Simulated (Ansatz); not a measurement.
Runs of Ansatz 0.2.0 on Si3N4. Symmetry: P-43m, No. 215, cubic system. The conventional cell has a = 4.131 Å, b = 4.131 Å, c = 4.131 Å, α = 90.00°, β = 90.00°, γ = 90.00°. Around Si (site symmetry -42m) lie 4 N at 1.77 Å. N (site symmetry 3m) is surrounded by 3 Si at 1.77 Å. The cell was built by a generator and needn't be a form met in nature.

| task | level | cell | k mesh | cutoff (eV) | gap on the mesh (eV) | pressure (GPa) | relaxed volume (Å³/atom) |
| --- | --- | --- | --- | --- | --- | --- | --- |
| relaxation of cell and atoms | LDA | relaxed | 7 × 7 × 7 | 420 | (b) | 0.0 | 9.69 |
| single point | PBE | as given | 7 × 7 × 7 | 300 | (a) | 0.7 | - |
| single point | PBE | as given | 4 × 4 × 4 | 420 | 2.73 | 0.0 | - |
| relaxation of cell and atoms | r2SCAN | relaxed | 7 × 7 × 7 | 500 | 3.34 | 0.0 | 9.85 |

Alike in all rows: potentials or basis Ansatz PAW; no spin polarisation; smearing fermi-dirac 0.05 eV.

Question: Estimate the missing entries.

Answer: (a) 2.74; (b) 2.67.

Caveats: odd divisions of the mesh miss points on the zone boundary, where band edges often lie, so the gap on the mesh can be too wide (some runs); the plane-wave basis is chosen anew once the cell has moved, so the energies of steps on either side of that aren't comparable (some runs); the PAW data sets come from PBE, with cores solved anew for the run's functional, which leaves a small shift of forces and pressure (some runs); the pressure holds a Pulay correction of +14.8 GPa for the finite cutoff (some runs); the cutoff lies under the one recommended for these potentials (some runs).

A k mesh can miss the band edges.
